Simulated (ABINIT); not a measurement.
# Ge (Fd-3m) in ABINIT: notebook, part 2 of 2

ABINIT 10.8.3 (patched build).

## (3) Relaxation of cell and atoms, PBE

The input, run.abi:

```
pp_dirpath "./"
pseudos "Ge.upf"

acell 3*1.0 Angstrom
rprim
     0.0000000000     2.8289100000     2.8289100000
     2.8289100000     0.0000000000     2.8289100000
     2.8289100000     2.8289100000     0.0000000000
ntypat 1
znucl 32
natom 2
typat 1 1
chkprim 0
chksymtnons 0
tolsym 1.0e-6
xred
            3/4            3/4            3/4
            1/2            1/2            1/2

ecut 39.0
ecutsm 0.5

kptopt 1
ngkpt 6 6 6
nshiftk 1
shiftk 0.0 0.0 0.0

ixc 11

nband 18
occopt 3
tsmear 0.00183747

nstep 80
tolvrs 1.0e-12

iomode 3
prteig 0
prtebands 0
prtwf 0
prtden 0

ionmov 2
optcell 2
ntime 50
tolmxf 2.0e-5
dilatmx 1.08
```

Potentials or basis: PseudoDojo NC SR PBE v0.4.1 standard.

Launch:

```bash
$ mpirun --bind-to none -np 4 abinit run.abi > log 2>&1
```

run.abo:

```text
.Version 10.8.3 of ABINIT
 Symmetries : space group Fd -3 m (#227); Bravais cF (face-center cubic)
================================================================================
 Values of the parameters that define the memory need of the present run
     intxc =       0    ionmov =       2      iscf =       7    lmnmax =       6
     lnmax =       6     mgfft =      48  mpssoang =       3    mqgrid =    3001
     natom =       2  nloc_mem =       1    nspden =       1   nspinor =       1
    nsppol =       1      nsym =      48    n1xccc =    2501    ntypat =       1
    occopt =       3   xclevel =       2
       mpw =        4500          nfft =      110592          nkpt =          16
================================================================================
================================================================================

--------------------------------------------------------------------------------
------------- Echo of variables that govern the present computation ------------
--------------------------------------------------------------------------------
 -outvars: echo values of preprocessed input variables --------
            acell      1.8897261259E+00  1.8897261259E+00  1.8897261259E+00 Bohr
              amu      7.26100000E+01
          chkprim           0
      chksymtnons           0
          dilatmx      1.08000000E+00
             ecut      3.90000000E+01 Hartree
           ecutsm      5.00000000E-01 Hartree
           ionmov           2
              ixc          11
         kptrlatt        6    0    0      0    6    0      0    0    6
          kptrlen      4.53611699E+01
            natom           2
            nband          18
            ngfft          48      48      48
             nkpt          16
            nstep          80
             nsym          48
            ntime          50
           ntypat           1
           occopt           3
          optcell           2
           prtden           0
        prtebands           0
           prteig           0
            prtwf           0
            rprim      0.0000000000E+00  2.8289100000E+00  2.8289100000E+00
                       2.8289100000E+00  0.0000000000E+00  2.8289100000E+00
                       2.8289100000E+00  2.8289100000E+00  0.0000000000E+00
          spgroup         227
[... 463 lines left out ...]
    2      2.88448309975378     2.88448309975378     2.88448309975378

 cartesian forces (hartree/bohr) at end:
    1     -0.00000000000000     0.00000000000000    -0.00000000000000
    2      0.00000000000000    -0.00000000000000     0.00000000000000
 frms,max,avg= 8.1469813E-28 9.8796661E-28   0.000E+00  0.000E+00  0.000E+00 h/b

 cartesian forces (eV/Angstrom) at end:
    1     -0.00000000000000     0.00000000000000    -0.00000000000000
    2      0.00000000000000    -0.00000000000000     0.00000000000000
 frms,max,avg= 4.1893462E-26 5.0803285E-26   0.000E+00  0.000E+00  0.000E+00 e/A
 length scales=  7.708712769233  7.708712769233  7.708712769233 bohr
              =  4.079275120108  4.079275120108  4.079275120108 angstroms
 Fermi (or HOMO) energy (hartree) =   0.12928   Average Vxc (hartree)=  -0.35865
 Eigenvalues (hartree) for nkpt=  16  k points:
 kpt#   1, nband= 18, wtk=  0.00463, kpt=  0.0000  0.0000  0.0000 (reduced coord)
  -0.77975   -0.77975   -0.77975   -0.77865   -0.77865   -0.77196   -0.77196   -0.77196
  -0.77171   -0.77171   -0.32274    0.11281    0.13079    0.13079    0.13079    0.22354
   0.22354    0.22354
      occupation numbers for kpt#   1
   2.00000    2.00000    2.00000    2.00000    2.00000    2.00000    2.00000    2.00000
   2.00000    2.00000    2.00000    1.99974    0.61106    0.61106    0.61106    0.00000
   0.00000    0.00000
 prteigrs : prtvol=0 or 1, do not print more k-points.

--- !EnergyTerms
iteration_state     : {dtset: 1, itime: 4, icycle: 1, }
comment             : Components of total free energy in Hartree
kinetic             :  1.34052382560041E+02
hartree             :  5.65325722238045E+01
xc                  : -4.36312954538833E+01
Ewald energy        : -9.68478320343094E+01
psp_core            :  5.34411665830216E+00
local_psp           : -1.39836146168686E+02
non_local_psp       : -9.42548668865157E+01
internal            : -1.78641069101247E+02
'-kT*entropy'       : -7.48229668992809E-05
total_energy        : -1.78641143924213E+02
total_energy_eV     : -4.86107316674565E+03
band_energy         : -1.60663894967018E+01
...

 Cartesian components of stress tensor (hartree/bohr^3)
  sigma(1 1)= -5.78404674E-08  sigma(3 2)=  0.00000000E+00
  sigma(2 2)= -5.78404674E-08  sigma(3 1)=  0.00000000E+00
  sigma(3 3)= -5.78404674E-08  sigma(2 1)=  0.00000000E+00

-Cartesian components of stress tensor (GPa)         [Pressure=  1.7017E-03 GPa]
- sigma(1 1)= -1.70172530E-03  sigma(3 2)=  0.00000000E+00
- sigma(2 2)= -1.70172530E-03  sigma(3 1)=  0.00000000E+00
- sigma(3 3)= -1.70172530E-03  sigma(2 1)=  0.00000000E+00

== END DATASET(S) ==============================================================
================================================================================

 -outvars: echo values of variables after computation  --------
            acell      7.7087127692E+00  7.7087127692E+00  7.7087127692E+00 Bohr
           etotal     -1.7864114392E+02
            fcart     -9.8796660538E-28  9.8796660538E-28 -1.9759332108E-28
                       9.8796660538E-28 -9.8796660538E-28  1.9759332108E-28
            rprim      0.0000000000E+00  7.0710678119E-01  7.0710678119E-01
                       7.0710678119E-01  0.0000000000E+00  7.0710678119E-01
                       7.0710678119E-01  7.0710678119E-01  0.0000000000E+00
           strten     -5.7840467360E-08 -5.7840467364E-08 -5.7840467364E-08
                       0.0000000000E+00  0.0000000000E+00  0.0000000000E+00
           xangst      4.3267246496E+00  4.3267246496E+00  4.3267246496E+00
                       2.8844830998E+00  2.8844830998E+00  2.8844830998E+00
             xred      7.5000000000E-01  7.5000000000E-01  7.5000000000E-01
                       5.0000000000E-01  5.0000000000E-01  5.0000000000E-01
 Calculation completed.
```

Wall time 37 s (4 MPI ranks of Arm Neoverse V2, shared host); peak memory 0.36 GiB.

What came out:

| Quantity | Value |
| --- | --- |
| Free energy | -4861.0732 eV |
| Relaxed volume | 24.00 Å³/atom |
| Relaxed cell | a = 4.079 Å, b = 4.079 Å, c = 4.079 Å, α = 60.00°, β = 60.00°, γ = 60.00° |
| Space group after relaxing (to 0.05 Å) | Fd-3m (No. 227) |
| Energy gained by relaxing | 15.6 meV/atom |
| Ionic steps | 4 |
| Pressure after relaxing | 0.0 GPa |
| Band gap on the k mesh | none (metal or under the smearing width) |

Step by step:
```
step  energy change (eV)  largest force (eV/Å)  pressure (GPa)  volume (Å³)
   1              0.0000                0.0000            3.81        45.28
   2             -0.0113                0.0000            3.02        45.81
   3             -0.0312                0.0000            0.03        47.97
   4             -0.0312                0.0000            0.00        48.00
```

Final structure:
```yaml
crystal:
  lattice:
    - [0.00000, 2.88448, 2.88448]
    - [2.88448, 0.00000, 2.88448]
    - [2.88448, 2.88448, 0.00000]
  atoms:
    - { symbol: Ge, position: [0.75000, 0.75000, 0.75000] }
    - { symbol: Ge, position: [0.50000, 0.50000, 0.50000] }
```

Caveat: this crystal is a semiconductor, whose small gap the functional closes, so the metal is an error of the method.

## (4) Single point, PBE (cell relaxed)

The input, run.abi:

```
# Pseudopotentials
pp_dirpath "./"
pseudos "Ge.upf"

# Structure
acell 3*1.0
rprim
     0.0000000000     5.4508830701     5.4508830701
     5.4508830701     0.0000000000     5.4508830701
     5.4508830701     5.4508830701     0.0000000000
ntypat 1
znucl 32
natom 2
typat 1 1
xred
     0.7500000000     0.7500000000     0.7500000000
     0.5000000000     0.5000000000     0.5000000000
chkprim 0
chksymtnons 0
tolsym 1.0e-6

# Plane-wave basis
ecut 39.0

# k points
kptopt 1
ngkpt 6 6 6
nshiftk 1
shiftk 0.0 0.0 0.0

# Exchange and correlation
ixc 11

# Bands and occupations
nband 18
occopt 3
tsmear 0.00183747

# SCF cycle
nstep 100
tolvrs 1.0e-10

# Output
iomode 3
prtwf 0
prtden 0
prteig 0
prtebands 0
```

Launch:

```bash
$ mpirun --bind-to none -np 4 abinit run.abi > log 2>&1
```

Run time: 9.7 s. Hardware: 4 MPI ranks of Arm Neoverse V2, shared host; peak memory 0.32 GiB.

It converged, with:

| Property | Result |
| --- | --- |
| Free energy | -4861.0733 eV |
| Pressure | 0.0 GPa |
| Band gap on the k mesh | none (metal or under the smearing width) |
| Valence electrons inside the program's atomic spheres | Ge 11.51, 11.52 (radii [1.0584] Å) |

Levels at points of the mesh, in eV from the Fermi level:
| k point | band 10 | band 11 | band 12 | band 13 | band 14 | band 15 | band 16 | band 17 | band 18 |
| --- | --- | --- | --- | --- | --- | --- | --- | --- | --- |
| (0.00, 0.00, 0.00) | -24.52 | -12.30 | -0.45 | 0.04 | 0.04 | 0.04 | 2.57 | 2.57 | 2.57 |
| (0.50, 0.00, 0.00) | -24.49 | -10.35 | -7.30 | -1.28 | -1.28 | 0.05 | 3.75 | 3.75 | 7.15 |
| (0.50, 0.50, 0.00) | -24.48 | -8.63 | -8.63 | -2.83 | -2.83 | 0.86 | 0.86 | 9.08 | 9.08 |

Caveat: this crystal is a semiconductor, whose small gap the functional closes, so the metal is an error of the method.

## (5) Relaxation of cell and atoms, PBEsol

The input, run.abi:

```
# Pseudopotentials
pp_dirpath "./"
pseudos "Ge.upf"

# Structure
acell 7.5601949712 7.5601949712 7.5601949712
rprim
     0.0000000000     0.7071067812     0.7071067812
     0.7071067812     0.0000000000     0.7071067812
     0.7071067812     0.7071067812     0.0000000000
ntypat 1
znucl 32
natom 2
typat 1 1
chkprim 0
chksymtnons 0
tolsym 1.0e-6
xred
            3/4            3/4            3/4
            1/2            1/2            1/2

# Plane-wave basis
ecut 39.0
ecutsm 0.5

# k points
kptopt 1
ngkpt 6 6 6
nshiftk 1
shiftk 0.0 0.0 0.0

# Exchange and correlation
ixc -116133

# Bands and occupations
nband 18
occopt 3
tsmear 0.05 eV

# SCF cycle
nstep 80
tolvrs 1.0e-12

# Output
iomode 3
prteig 0
prtebands 0
prtwf 0
prtden 0

# Relaxation
ionmov 2
optcell 2
ntime 50
tolmxf 2.0e-5
dilatmx 1.08
```

Potentials or basis: PseudoDojo NC SR PBEsol v0.4.1 standard.

Launch:

```bash
$ mpirun --bind-to none -np 4 abinit run.abi > log 2>&1
```

Wall time 33 s (4 MPI ranks of Intel Xeon 6975P-C (Granite Rapids), shared host); peak memory 0.32 GiB.

The run converged. Its results:

- Free energy: -4854.5596 eV
- Relaxed volume: 22.90 Å³/atom
- Relaxed cell: a = 4.016 Å, b = 4.016 Å, c = 4.016 Å, α = 60.00°, β = 60.00°, γ = 60.00°
- Space group after relaxing (to 0.05 Å): Fd-3m (No. 227)
- Energy gained by relaxing: 0.6 meV/atom
- Ionic steps: 4
- Pressure after relaxing: 0.0 GPa
- Band gap on the k mesh: none (metal or under the smearing width)

The path:
```tsv
step	energy change (eV)	largest force (eV/Å)	pressure (GPa)	volume (Å³)
1	0.0000	0.0000	0.74	45.28
2	-0.0004	0.0000	0.60	45.38
3	-0.0012	0.0000	-0.02	45.82
4	-0.0012	0.0000	0.00	45.81
```

Final structure:
```
Ge
1.0
     0.00000    2.83990    2.83990
     2.83990    0.00000    2.83990
     2.83990    2.83990    0.00000
Ge
2
Direct
  0.75000 0.75000 0.75000
  0.50000 0.50000 0.50000
```

Caveat: this crystal is a semiconductor, whose small gap the functional closes, so the metal is an error of the method.

## (6) The runs side by side

| task | level | potentials or basis | cell | cutoff (eV) | cell freedom (optcell) | optimiser (ionmov) | cutoff smearing ecutsm (Ha) | force stop (Ha/bohr) | gap on the mesh (eV) | pressure (GPa) | relaxed volume (Å³/atom) |
| --- | --- | --- | --- | --- | --- | --- | --- | --- | --- | --- | --- |
| single point | PBE | PseudoDojo NC SR PBE v0.4.1 standard | as given | 952 | - | - | - | - | none | - | - |
| relaxation of cell and atoms | PBE | PseudoDojo NC SR PBE v0.4.1 standard | relaxed | 1061 | 2 | 2 | 0.5 | 2e-05 | none | 0.0 | 24.00 |
| single point | PBE | PseudoDojo NC SR PBE v0.4.1 standard | cell relaxed | 1061 | - | - | - | - | none | 0.0 | - |
| relaxation of cell and atoms | PBEsol | PseudoDojo NC SR PBEsol v0.4.1 standard | relaxed | 1061 | 2 | 2 | 0.5 | 2e-05 | none | 0.0 | 22.90 |

Alike in all rows: no spin polarisation; k mesh 6 × 6 × 6; smearing fermi-dirac 0.05 eV.

Caveats: this crystal is a semiconductor, whose small gap the functional closes, so the metal is an error of the method.

Total energies depend on the potentials used, so only differences within one code and one set of settings carry meaning.

## (7) Comparison with measurements

Step 2. A measured gap of Ge is 0.666 eV (indirect; 293 K; “Electronic and optical properties of SixGe1-x-ySny alloys lattice-matched to Ge”, 2021, arxiv:2109.02782); the calculated 0.00 eV misses it by -0.67 eV. 3 values of this kind are on record (0.666 to 0.807 eV); this one was drawn at random among those near their median. Spin-orbit coupling on Ge is left out. The value is that of PBE on a finite k mesh, which can miss the band edges, without temperature or zero-point motion. Semilocal functionals fall short of measured gaps as a rule.

Step 3. The cell as given is a measured one (22.64 Å³/atom); PBE puts the equilibrium volume +6.0 % from it, thermal expansion not counted.

Step 5. The cell as given is a measured one (22.64 Å³/atom); PBEsol puts the equilibrium volume +1.2 % from it, thermal expansion not counted.
